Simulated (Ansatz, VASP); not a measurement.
Two plane-wave programs on TiC

```xyz
2
Lattice="0.0000 2.1925 2.1925 2.1925 0.0000 2.1925 2.1925 2.1925 0.0000" Properties=species:S:1:pos:R:3 pbc="T T T"
Ti    0.0000    0.0000    0.0000
C     2.1925    2.1925    2.1925
```

Change from the starting cell: volume scaled by 1.04, ions relaxed.

Alike in both runs: functional PBE; k mesh 18 × 18 × 18; occupations fermi-dirac, width 0.05 eV; no spin polarisation.

Ansatz relaxed the structure, and its values are those at the end. VASP's run is a single point on that final structure, the one shown.

|  | VASP | Ansatz |
| --- | --- | --- |
| version | VASP 6.6.1 | Ansatz 0.2.0 |
| potentials or method | VASP PAW PBE potentials, release 64 (Ti_sv, C) | plane-wave PAW, scalar-relativistic |
| plane-wave cutoff (eV) | 520 | 420 |
| valence electrons in the cell | 16 | 16 |

Ansatz gave:

```
pressure (GPa) : -8.3
```

Q: Which values does VASP return?

A: Pressure (GPa): -8.1.

Ansatz warned: «stress_scf_threshold_loose».
